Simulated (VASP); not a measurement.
Wanted: the native input for a VASP 6.6.1 run.

| Quantity | Value |
| --- | --- |
| Task | band structure |
| Functional | LAK |
| Potentials or basis | VASP PAW PBE potentials, release 64 (Pb_d, Te) |
| Cutoff | 520 eV |
| k mesh | 7 × 7 × 7 |
| Occupations | fermi-dirac, width 0.05 eV |
| Spin | no spin polarisation |
| Further INCAR settings | ALGO = Normal; EDIFF = 1e-06 |

The structure of TePb lies in POSCAR:

```
TePb
1.0
    0.0000000000      3.2310000000      3.2310000000
    3.2310000000      0.0000000000      3.2310000000
    3.2310000000      3.2310000000      0.0000000000
Pb Te
1 1
Direct
    0.0000000000      0.0000000000      0.0000000000
    0.5000000000      0.5000000000      0.5000000000
```

The input as run:

INCAR

```
PREC = Accurate
ENCUT = 520
EDIFF = 1E-6
ISMEAR = -1
SIGMA = 0.05
LREAL = False
LASPH = True
NELM = 100
ALGO = Normal
ISIF = 2
LWAVE = False
LCHARG = False
METAGGA = LAK
LMIXTAU = True
```

KPOINTS

```
regular mesh
0
Gamma
  7 7 7
```

KPOINTS_OPT

```
path GXWKGLUWLK,UX
15
line-mode
reciprocal
 0.0000000000  0.0000000000  0.0000000000  G
 0.5000000000  0.0000000000  0.5000000000  X

 0.5000000000  0.0000000000  0.5000000000  X
 0.5000000000  0.2500000000  0.7500000000  W

 0.5000000000  0.2500000000  0.7500000000  W
 0.3750000000  0.3750000000  0.7500000000  K

 0.3750000000  0.3750000000  0.7500000000  K
 0.0000000000  0.0000000000  0.0000000000  G

 0.0000000000  0.0000000000  0.0000000000  G
 0.5000000000  0.5000000000  0.5000000000  L

 0.5000000000  0.5000000000  0.5000000000  L
 0.6250000000  0.2500000000  0.6250000000  U

 0.6250000000  0.2500000000  0.6250000000  U
 0.5000000000  0.2500000000  0.7500000000  W

 0.5000000000  0.2500000000  0.7500000000  W
 0.5000000000  0.5000000000  0.5000000000  L

 0.5000000000  0.5000000000  0.5000000000  L
 0.3750000000  0.3750000000  0.7500000000  K

 0.6250000000  0.2500000000  0.6250000000  U
 0.5000000000  0.0000000000  0.5000000000  X
```

Potentials or basis: VASP PAW PBE potentials, release 64 (Pb_d, Te).

Launch:

```sh
$ cat potpaw_PBE.64/Pb_d/POTCAR potpaw_PBE.64/Te/POTCAR > POTCAR
$ mpirun -np 1 vasp_std > vasp.out
```

It gave:

- Pressure: 5.1 GPa
- Band gap along the path: 1.20 eV, direct

Caveat: this odd mesh misses L, where the gap lies, so gap, dielectric constants and Born charges aren't listed; the PAW data sets were made with another functional, which shifts forces and pressure a little; spin-orbit coupling is left out, which moves the levels of the heavy elements.

It took 4.3 min on 1 thread of AMD EPYC 9R45 (Zen 5), on a shared host, peak memory 0.18 GiB.
